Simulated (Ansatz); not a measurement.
**Ansatz run, VCO4**

The input, for Ansatz 0.2.0 (plane waves, PAW):

```yaml
crystal:
  lattice:
    - [-3.09944358, 3.09944358, 2.79715855]
    - [3.09944358, -3.09944358, 2.79715855]
    - [3.09944358, 3.09944358, -2.79715855]
  atoms:
    - { symbol: C, position: [0.375, 0.625, 0.75] }
    - { symbol: C, position: [0.625, 0.375, 0.25] }
    - { symbol: V, position: [0.875, 0.125, 0.75] }
    - { symbol: V, position: [0.125, 0.875, 0.25] }
    - { symbol: O, position: [0.2627, 0.1964, 0.0663] }
    - { symbol: O, position: [0.1964, 0.6301, 0.9337] }
    - { symbol: O, position: [0.6301, 0.1964, 0.4337] }
    - { symbol: O, position: [0.1964, 0.2627, 0.5663] }
    - { symbol: O, position: [0.7373, 0.8036, 0.9337] }
    - { symbol: O, position: [0.8036, 0.7373, 0.4337] }
    - { symbol: O, position: [0.3699, 0.8036, 0.5663] }
    - { symbol: O, position: [0.8036, 0.3699, 0.0663] }
  symmetry: { tolerance: 0.0003 }
kpoints:
  mp_grid: { grid: [8, 8, 8], shift: [0, 0, 0] }
  band_path:
    path:
      - [0.0, 0.0, 0.0]
      - [0.0, 0.0, 0.5]
      - [-0.5, 0.5, 0.5]
      - [0.0, 0.0, 0.0]
      - [0.45361356, 0.45361356, -0.45361356]
      - [-0.45361356, 0.54638644, 0.45361356]
      - [-0.5, 0.5, 0.5]
      - [0.0, 0.0, 0.5]
      - [0.25, 0.25, 0.25]
      - [0.0, 0.5, 0.0]
      - [0.0, 0.0, 0.0]
    npoints: 7
magnetization:
  spin_polarized: false
scf:
  occupations: { method: fermi_dirac }
  lower_state_search: "off"
  max_iter: 200
hamiltonian:
  pseudopotentials: { kind: paw }
  xc: pbesol
basis:
  ecutwfc: 420
  fft_grid_basis: typed
output:
  forces: true
  stress: true
  eigenvalues: true
  bader: true
  populations: true
  elf: true
  write_potential: true
  volumetric_format: npy
  dos:
    e_range: [-12, 8]
    de: 0.05
    projected: { site_lists: { C: [C], O: [O], V: [V] } }
checkpoint:
  read: saved_state
```

Run as

```sh
ansatz run input.yaml --threads 1 --pin off --max-ram 2560MiB --backend cpu --events-out ev --progress --plain --runs-dir out
```

The saved state is an earlier solution for the same cell, perhaps on another mesh. 

Output (shortened):

```
Pseudopotentials: kind: paw
Pseudopotential: C, paw, valence charge 4, recommended cutoff 420 eV (normal), C.paw.azcp
Pseudopotential: V, paw, valence charge 13, recommended cutoff 420 eV (normal), V.paw.azcp
Pseudopotential: O, paw, valence charge 6, recommended cutoff 420 eV (normal), O.paw.azcp
Functional definition: PBEsol
  exchange = pbesol_x
  correlation = pbesol_c
Crystal: 12 atoms, lattice volume = 107.484 Å³
Basis set: ecut = 420 eV, 2097 PW (Γ), exchange–correlation on 72×72×72 points (8 copies of the dense FFT grid, shifted against one another)
Bands: 53, of which v1, the nominal top of the filled ones, is band 41 counted from 1 (40 counted from 0)
Symmetry: 16 space group operations
Space group: I41/amd (ITA 141), of the structure as read, at distance tolerance 1.4e-3 Å
k-points: 59 of 512
Initial density: read from a saved state, or passed on in memory by an earlier SCF of this step, an earlier step, the calling program or the single point that the run made first
Functional: x = pbesol(κ = 0.804, μ = 0.1235), c = pbesol(β = 0.046)
SCF iter   1: F=—  Δρ=2.20e-3  dr2=7.65e-4
SCF iter   2: F=—  Δρ=1.13e-3  dr2=2.06e-4
SCF iter   3: F=—  Δρ=1.91e-4  dr2=2.11e-5
SCF iter   4: F=—  Δρ=6.06e-5  dr2=2.81e-6
SCF iter   5: F=—  Δρ=1.22e-5  dr2=1.65e-7
SCF iter   6: F=-10746.7644 eV  Δρ=4.27e-6  dr2=2.08e-8
Free energy (F): -10746.7644 eV
Harris-Foulkes:  -10746.7644 eV  (|F-HF|=7.44e-9)
Internal energy: -10746.4435 eV  (E = F + TS)
E sigma→0 (E₀):  -10746.6039 eV
Entropy (-TS):   -0.3209 eV (-26.741 meV/atom)
Fermi energy:    9.6203 eV
--- Per-component energies (eV) ---
  E_band       = -559.7944
  E_kinetic    = 2207.7119
  E_local      = -5165.4083  (includes V_loc(G=0)·N_el)
  E_nonlocal   = 338.5829
  E_hartree    = 1956.5729
  E_xc         = -923.5167
  E_vxc        = -1178.5075  (∫ρ·V_xc dr)
  E_paw        = -3569.8279  (= ΣΔE_a)
  E_vpaw       = -675.3429  (= ΣTr[D̂ρ^β])
  E_aug_tail   = 0.0200  (compensation charges beyond the density's cutoff)
  E_ewald      = -5591.2021
  E_core_change = 0.6239  (= ΣΔE_core)
  E_smearing   = -0.3209  (= −TS)
--- Forces (eV/Å), atoms counted from 1 ---
  atom   1  C      0.0000     0.0000     0.0000
  atom   2  C      0.0000     0.0000     0.0000
  atom   3  V      0.0000     0.0000     0.0000
  atom   4  V      0.0000     0.0000     0.0000
  atom   5  O      0.0000     3.2685     1.4619
  atom   6  O     -3.2685     0.0000     1.4619
  atom   7  O      0.0000    -3.2685     1.4619
  atom   8  O      3.2685     0.0000     1.4619
  atom   9  O      0.0000    -3.2685    -1.4619
  atom  10  O     -3.2685     0.0000    -1.4619
  atom  11  O      0.0000     3.2685    -1.4619
  atom  12  O      3.2685     0.0000    -1.4619
--- Stress (GPa, compression-positive) ---
      -26.0612       0.0000       0.0000
        0.0000     -26.0612       0.0000
        0.0000       0.0000     -45.6154
  P = ⅓ Tr σ = -32.5792 GPa (-325.792 kbar)
--- Löwdin populations: 12 sites ---
  site symbol       q [e]
     0      C      3.3110
     1      C      3.3110
     2      V     11.6254
     3      V     11.6254
     4      O      6.4627
     5      O      6.4627
     6      O      6.4627
     7      O      6.4627
     8      O      6.4627
     9      O      6.4627
    10      O      6.4627
    11      O      6.4627
  spilling = 0.0052 (of n_electrons = 82.0000)
--- Bader charges: 12 sites ---
  site symbol  charge [e]  shift [e]
     0      C      1.5068     0.0212
     1      C      1.5068     0.0212
     2      V      2.1003     0.0003
     3      V      2.1003     0.0003
     4      O     -0.9018     0.0052
     5      O     -0.9018     0.0053
     6      O     -0.9018     0.0053
     7      O     -0.9018     0.0052
     8      O     -0.9018     0.0052
     9      O     -0.9018     0.0052
    10      O     -0.9018     0.0053
    11      O     -0.9018     0.0053
```

Origin: a known structure type with other elements, at an estimated volume, so it need not be a known compound. Caveats: no spin polarisation, so a magnetic state may lie lower; atoms or cell far from equilibrium.

(1) How long did it run, and on what?

## Answers

(1) Cost: 120 s on 1 thread of Arm Neoverse V1, on a shared host, peak memory 0.56 GiB (start from a saved density).
